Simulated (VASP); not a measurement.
# Al2O3 (R-3c) in VASP: single point with PBE0

Aim: the single point of Al2O3 with PBE0.

Program: VASP 6.6.1. These are calculated values, not measurements. Logs are shortened: lines on timing, memory, paths and dates and some standing lists are left out, and cuts for length are marked.

## 1. The structure

It takes space group R-3c (No. 167, trigonal). Conventional cell: a = 4.760 Å, b = 4.760 Å, c = 12.993 Å, α = 90.00°, β = 90.00°, γ = 120.00°. Al (site symmetry 3) has 6 O at 1.85 to 1.97 Å as nearest neighbours. O (site symmetry 2) is surrounded by 4 Al at 1.85 to 1.97 Å.

The cell was built by a generator and needn't be a form met in nature.

## 2. Single point, PBE0

POSCAR

```
Al2O3
1.0
    2.7481872800      0.0000000000      4.3310000000
   -1.3740936400      2.3800000000      4.3310000000
   -1.3740936400     -2.3800000000      4.3310000000
Al O
4 6
Direct
    0.3522000000      0.3522000000      0.3522000000
    0.1478000000      0.1478000000      0.1478000000
    0.6478000000      0.6478000000      0.6478000000
    0.8522000000      0.8522000000      0.8522000000
    0.5563000000     -0.0563000000      0.2500000000
   -0.0563000000      0.2500000000      0.5563000000
    0.2500000000      0.5563000000     -0.0563000000
    0.4437000000      1.0563000000      0.7500000000
    1.0563000000      0.7500000000      0.4437000000
    0.7500000000      0.4437000000      1.0563000000
```

INCAR.step1

```
PREC = Accurate
ENCUT = 450
EDIFF = 1E-5
ISMEAR = -1
SIGMA = 0.05
LREAL = False
LASPH = True
NELM = 80
ALGO = Normal
ISIF = 2
LWAVE = True
LCHARG = False
LELF = False
GGA = PE
```

INCAR.step2

```
PREC = Accurate
ENCUT = 450
EDIFF = 1E-6
ISMEAR = -1
SIGMA = 0.05
LREAL = False
LASPH = True
NELM = 80
ALGO = Normal
ISIF = 2
LWAVE = False
LCHARG = False
GGA = PE
LHFCALC = True
AEXX = 0.25
PRECFOCK = Normal
LELF = False
ISTART = 1
```

KPOINTS

```
regular mesh
0
Gamma
  3 3 3
```

Potentials or basis: VASP PAW PBE potentials, release 64 (Al, O).

Run with:

```sh
$ cat potpaw_PBE.64/Al/POTCAR potpaw_PBE.64/O/POTCAR > POTCAR
$ cp INCAR.step1 INCAR
$ mpirun -np 8 vasp_std > vasp.out
$ cp INCAR.step2 INCAR
$ mpirun -np 8 vasp_std > vasp.out
```

OUTCAR:

```text
PREC = Accurate
   ENCUT = 450
   EDIFF = 1E-6
   ISMEAR = -1
   LREAL = False
   LASPH = True
   NELM = 80
   ISIF = 2
   GGA = PE
   LHFCALC = True
   AEXX = 0.25
   PRECFOCK = Normal
   ISTART = 1

 ion  position               nearest neighbor table
   1  0.352  0.352  0.352-   9 1.85  10 1.85   8 1.85   6 1.97   5 1.97   7 1.97   2 2.66   3 2.79
                             3 2.79   3 2.79   2 3.22   2 3.22   2 3.22
   2  0.148  0.148  0.148-   8 1.85  10 1.85   9 1.85   6 1.97   5 1.97   7 1.97   1 2.66   4 2.79
                             4 2.79   4 2.79   1 3.22   1 3.22   1 3.22
   3  0.648  0.648  0.648-   6 1.85   7 1.85   5 1.85   8 1.97   9 1.97  10 1.97   4 2.66   1 2.79
                             1 2.79   1 2.79   4 3.22   4 3.22   4 3.22
   4  0.852  0.852  0.852-   5 1.85   7 1.85   6 1.85   8 1.97   9 1.97  10 1.97   3 2.66   2 2.79
                             2 2.79   2 2.79   3 3.22   3 3.22   3 3.22
   5  0.556  0.944  0.250-   4 1.85   3 1.85   1 1.97   2 1.97
   6  0.944  0.250  0.556-   3 1.85   4 1.85   1 1.97   2 1.97
   7  0.250  0.556  0.944-   3 1.85   4 1.85   2 1.97   1 1.97
   8  0.444  0.056  0.750-   2 1.85   1 1.85   3 1.97   4 1.97
   9  0.056  0.750  0.444-   1 1.85   2 1.85   3 1.97   4 1.97
  10  0.750  0.444  0.056-   1 1.85   2 1.85   4 1.97   3 1.97

  LATTYP: Found a trigonal (rhomboedric) cell.
 ALAT       =     5.1293366366
 COS(alpha) =     0.5694124142

  Lattice vectors:

 A1 = (   2.7481872800,   0.0000000000,   4.3310000000)
 A2 = (  -1.3740936400,   2.3800000000,   4.3310000000)
 A3 = (  -1.3740936400,  -2.3800000000,   4.3310000000)

Analysis of symmetry for initial positions (statically):
=====================================================================
 Subroutine PRICEL returns:
 Original cell was already a primitive cell.

 Routine SETGRP: Setting up the symmetry group for a
 trigonal (rhombohedral) supercell.

 Subroutine GETGRP returns: Found 12 space group operations
 (whereof  6 operations were pure point group operations)
 out of a pool of 12 trial point group operations.

The static configuration has the point symmetry S_6 .
 The point group associated with its full space group is D_3d.

Analysis of symmetry for dynamics (positions and initial velocities):
=====================================================================
 Subroutine PRICEL returns:
 Original cell was already a primitive cell.

 Routine SETGRP: Setting up the symmetry group for a
 trigonal (rhombohedral) supercell.

 Subroutine GETGRP returns: Found 12 space group operations
 (whereof  6 operations were pure point group operations)
 out of a pool of 12 trial point group operations.

The dynamic configuration has the point symmetry S_6 .
 The point group associated with its full space group is D_3d.

 Subroutine INISYM returns: Found 12 space group operations
 (whereof  6 operations are pure point group operations),
 and found     1 'primitive' translations

----------------------------------------------------------------------------------------

                                     Primitive cell

  volume of cell :      84.9831

  direct lattice vectors                    reciprocal lattice vectors
     2.748187280  0.000000000  4.331000000     0.242584147  0.000000000  0.076964519
    -1.374093640  2.380000000  4.331000000    -0.121292073  0.210084034  0.076964519
    -1.374093640 -2.380000000  4.331000000    -0.121292073 -0.210084034  0.076964519

  length of vectors
     5.129336636  5.129336637  5.129336637     0.254500698  0.254500698  0.254500698

  position of ions in fractional coordinates (direct lattice)
     0.352200000  0.352200000  0.352200000
     0.147800000  0.147800000  0.147800000
     0.647800000  0.647800000  0.647800000
     0.852200000  0.852200000  0.852200000
     0.556300000  0.943700000  0.250000000
     0.943700000  0.250000000  0.556300000
     0.250000000  0.556300000  0.943700000
     0.443700000  0.056300000  0.750000000
     0.056300000  0.750000000  0.443700000
     0.750000000  0.443700000  0.056300000

  ion indices of the primitive-cell ions
   primitive index   ion index
                 1           1
                 2           2
                 3           3
                 4           4
                 5           5
                 6           6
                 7           7
                 8           8
                 9           9
                10          10

----------------------------------------------------------------------------------------

 KPOINTS: regular mesh

Automatic generation of k-mesh.
 Grid dimensions read from file:
 generate k-points for:    3    3    3

 Generating k-lattice:

  Cartesian coordinates                     Fractional coordinates (reciprocal lattice)
     0.080861382  0.000000000  0.025654840     0.333333333  0.000000000  0.000000000
    -0.040430691  0.070028011  0.025654840     0.000000000  0.333333333  0.000000000
    -0.040430691 -0.070028011  0.025654840     0.000000000  0.000000000  0.333333333

  Length of vectors
     0.084833566  0.084833566  0.084833566

  Shift w.r.t. Gamma in fractional coordinates (k-lattice)
     0.000000000  0.000000000  0.000000000

 Subroutine IBZKPT returns following result:
 ===========================================

 Found      6 irreducible k-points:

 Following reciprocal coordinates:
            Coordinates               Weight
  0.000000  0.000000  0.000000      1.000000
  0.333333  0.000000  0.000000      6.000000
  0.333333  0.333333  0.000000      6.000000
 -0.333333  0.333333 -0.000000      6.000000
  0.333333  0.333333  0.333333      2.000000
 -0.333333  0.333333  0.333333      6.000000
   k-points           NKPTS =      6   k-points in BZ     NKDIM =     27   number of bands    NBANDS=     32
   number of dos      NEDOS =    301   number of ions     NIONS =     10
   total plane-waves  NPLWV =  46656
   dimension x,y,z NGX =    36 NGY =   36 NGZ =   36
   dimension x,y,z NGXF=    72 NGYF=   72 NGZF=   72
   ions per type =               4   6
   NGX,Y,Z   is equivalent  to a cutoff of  11.67, 11.67, 11.67 a.u.
   NGXF,Y,Z  is equivalent  to a cutoff of  23.34, 23.34, 23.34 a.u.
 SYSTEM =  unknown system
   PREC   = accura    normal or accurate (medium, high low for compatibility)
   ISTART =      1    job   : 0-new  1-cont  2-samecut
   ICHARG =      0    charge: 1-file 2-atom 10-const
   ISPIN  =      1    spin polarized calculation?
   LNONCOLLINEAR =      F non collinear calculations
   LSORBIT =      F    spin-orbit coupling
   LASPH  =      T    aspherical Exc in radial PAW
   ENCUT  =  450.0 eV  33.07 Ry    5.75 a.u.   8.87  8.87  8.87*2*pi/ulx,y,z
   NELM   =     80;   NELMIN=  2; NELMDL=  0     # of ELM steps
   EDIFF  = 0.1E-05   stopping-criterion for ELM
   LREAL  =      F    real-space projection
   EDIFFG = 0.1E-04   stopping-criterion for IOM
   NSW    =      0    number of steps for IOM
   IBRION =     -1    ionic relax: 0-MD 1-quasi-New 2-CG
   NFREE  =      0    steps in history (QN), initial steepest desc. (CG)
   ISIF   =      2    stress and relaxation
   ISYM   =      3    0-nonsym 1-usesym 2-fastsym
   POTIM  = 0.5000    time-step for ionic-motion
   TEBEG  =    0.0;   TEEND  =   0.0 temperature during run
   PSTRESS=    0.0 pullay stress
   NELECT =      48.0000    total number of electrons
   NUPDOWN=      -1.0000    fix difference up-down
   EMIN   =  10.00;   EMAX   =-10.00  energy-range for DOS
   EFERMI =   0.00;   METHOD = LEGACY
   ISMEAR =    -1;   SIGMA  =   0.05  broadening in eV -4-tet -1-fermi 0-gaus
   EFERMI_NEDOS =   21; number of points for ismear=-14 and -15
   IALGO  =     38    algorithm
   IMIX   =      1    mixing-type and parameters
     AMIX     =   0.40;   BMIX     =  1.00
     AMIX_MAG =   1.60;   BMIX_MAG =  1.00
  volume/ion in A,a.u.               =       8.50        57.35
  Fermi-wavevector in a.u.,A,eV,Ry     =   1.353249  2.557270 24.916111  1.831282
  Thomas-Fermi vector in A             =   2.480520
   LORBIT       =      0    0 simple, 1 ext, 2 COOP (PROOUT), +10 PAW based schemes
   GGA     = PE    functional components
   LHFCALC =     T    Hartree Fock is set to
   PRECFOCK=normal    Normal, Fast or Accurate (Low or Medium for compatibility)
   ENCUT4O =  -1.0   cutoff for four orbital integrals eV
   NKREDX  =     1    reduce k-point grid by
   NKREDY  =     1    reduce k-point grid by
   NKREDZ  =     1    reduce k-point grid by
   AEXX    =    0.2500 exact exchange contribution
   HFSCREEN=    0.0000 screening length (either q_TF or 0.3 A-1)
   HFSCREENC=   0.0000 screening length for correlation (either q_TF or 0.3 A-1)
   ENCUTFOCK=  -1.0 apply spherical cutoff to Coloumb kernel
   IVDW    =     0    specifies the selected vdW correction
   LEPSILON=     F    determine dielectric tensor
   LRPA    =     F    only Hartree local field effects (RPA)
 non-spin polarized calculation
  energy-cutoff  :      450.00
  volume of cell :       84.98
 maximum number of plane-waves:      1857
  NGX = 28; NGY = 28; NGZ = 28

 number of electron      48.0000015 magnetization

 Free energy of the ion-electron system (eV)
  ---------------------------------------------------
  ext. energy  EPLUGINS =         0.00000000
  ---------------------------------------------------
  free energy    TOTEN  =       -94.93465775 eV

  energy without entropy =      -94.93465775  energy(sigma->0) =      -94.93465775

 E-fermi :   5.5137     XC(G=0):  -9.1763

 val. band max:        4.4526446691   @ k =   0.0000   0.0000   0.0000
 cond. band min:      13.3049523549   @ k =   0.0000   0.0000   0.0000
 fundamental gap:      8.8523076857
 Fermi energy:         5.5136565142

 k-point     1 :       0.0000    0.0000    0.0000
  band No.  band energies     occupation
      1     -16.4571      2.00000
      2     -13.9943      2.00000
      3     -13.7010      2.00000
      4     -13.7010      2.00000
      5     -13.3653      2.00000
      6     -13.3653      2.00000
[... 24 lines left out ...]
     31      19.6554      0.00000
     32      19.6576      0.00000

 k-point     2 :       0.3333    0.0000    0.0000
  band No.  band energies     occupation
      1     -15.8724      2.00000
      2     -14.5543      2.00000
      3     -13.7592      2.00000
      4     -13.7296      2.00000
      5     -13.5889      2.00000
      6     -13.4434      2.00000
[... 24 lines left out ...]
     31      19.6484      0.00000
     32      19.6755      0.00000

 k-point     3 :       0.3333    0.3333    0.0000
  band No.  band energies     occupation
      1     -15.7338      2.00000
      2     -14.2218      2.00000
      3     -14.0525      2.00000
      4     -13.9599      2.00000
      5     -13.7952      2.00000
      6     -13.3243      2.00000
[... 24 lines left out ...]
     31      18.8177      0.00000
     32      20.2211      0.00000

 k-point     4 :      -0.3333    0.3333   -0.0000
  band No.  band energies     occupation
      1     -15.0557      2.00000
      2     -14.9139      2.00000
      3     -14.3224      2.00000
      4     -13.8502      2.00000
      5     -13.7103      2.00000
      6     -13.3718      2.00000
[... 24 lines left out ...]
     31      19.4149      0.00000
     32      19.5775      0.00000

 k-point     5 :       0.3333    0.3333    0.3333
  band No.  band energies     occupation
      1     -15.9582      2.00000
      2     -14.7590      2.00000
      3     -13.6318      2.00000
      4     -13.6318      2.00000
      5     -13.4638      2.00000
      6     -13.4638      2.00000
[... 24 lines left out ...]
     31      19.9620      0.00000
     32      20.1906      0.00000

 k-point     6 :      -0.3333    0.3333    0.3333
  band No.  band energies     occupation
      1     -15.1634      2.00000
      2     -14.9532      2.00000
      3     -14.3239      2.00000
      4     -13.9273      2.00000
      5     -13.4685      2.00000
      6     -13.3507      2.00000
[... 24 lines left out ...]
     31      19.2167      0.00000
     32      20.2159      0.00000

------------------------ aborting loop because EDIFF is reached ----------------------------------------

  FORCE on cell =-STRESS in cart. coord.  units (eV):
  Direction    XX          YY          ZZ          XY          YZ          ZX
  --------------------------------------------------------------------------------------
  -------------------------------------------------------------------------------------
  Total       -1.0352398     -1.0352398     -1.0990889      0.0000000      0.0000000      0.0000000
  in kB      -19.5172594    -19.5172594    -20.7209992      0.0000000      0.0000000      0.0000000
  external PRESSURE =     -19.9185060 kB  Pullay stress =       0.0000000 kB

 VOLUME and BASIS-vectors are now :
 -----------------------------------------------------------------------------
  energy-cutoff  :      450.00
  volume of cell :       84.98
      direct lattice vectors                 reciprocal lattice vectors
     2.748187280  0.000000000  4.331000000     0.242584147  0.000000000  0.076964519
    -1.374093640  2.380000000  4.331000000    -0.121292073  0.210084034  0.076964519
    -1.374093640 -2.380000000  4.331000000    -0.121292073 -0.210084034  0.076964519

 POSITION                                       TOTAL-FORCE (eV/Angst)
 -----------------------------------------------------------------------------------
      0.00000      0.00000      4.57613        -0.000000      0.000000     -0.053966
      0.00000      0.00000      1.92037         0.000000      0.000000      0.053966
      0.00000      0.00000      8.41687        -0.000000      0.000000      0.053966
      0.00000      0.00000     11.07263        -0.000000      0.000000     -0.053966
     -0.11144      1.65101      7.57925        -0.014657      0.008462      0.000000
      1.48553     -0.72899      7.57925         0.014657      0.008462      0.000000
     -1.37409     -0.92201      7.57925         0.000000     -0.016925      0.000000
      0.11144     -1.65101      5.41375         0.014657     -0.008462      0.000000
     -1.48553      0.72899      5.41375        -0.014657     -0.008462      0.000000
      1.37409      0.92201      5.41375         0.000000      0.016925      0.000000
 -----------------------------------------------------------------------------------
    total drift:                                0.000001      0.000001     -0.000000

  FREE ENERGIE OF THE ION-ELECTRON SYSTEM (eV)
  ---------------------------------------------------
  free  energy   TOTEN  =       -94.9346577474 eV

  energy  without entropy=      -94.9346577473  energy(sigma->0) =      -94.93465775
```

Run time: 2.1 min. Hardware: 8 MPI ranks of AMD EPYC 9R45 (Zen 5), shared host; peak memory 0.14 GiB.

What came out:

| Property | Result |
| --- | --- |
| Free energy | -94.9347 eV |
| Largest force | 0.054 eV/Å |
| Band gap on the k mesh | 8.85 eV, direct |

Forces in eV/Å, atoms in the order of the input:
```
Al   0.000  0.000 -0.054
Al   0.000  0.000  0.054
Al   0.000  0.000  0.054
Al   0.000  0.000 -0.054
O   -0.015  0.008  0.000
O    0.015  0.008  0.000
O    0.000 -0.017  0.000
O    0.015 -0.008  0.000
O   -0.015 -0.008  0.000
O    0.000  0.017  0.000
```

Levels at points of the mesh, in eV from the valence-band top:
| k point | band 20 | band 21 | band 22 | band 23 | band 24 | band 25 | band 26 | band 27 | band 28 | band 29 |
| --- | --- | --- | --- | --- | --- | --- | --- | --- | --- | --- |
| (0.00, 0.00, 0.00) | -0.59 | -0.59 | -0.05 | -0.05 | 0.00 | 8.85 | 11.83 | 13.62 | 14.37 | 14.37 |

Caveat: the k mesh is coarse (spacing up to 0.53 Å⁻¹), so the values aren't converged, least of all with exact exchange; the cutoff is under 1.25 times the usual one of these potentials, so pressure, stress and relaxed cells hold a basis-set (Pulay) error; the PAW data sets were made with another functional, which shifts forces and pressure a little.
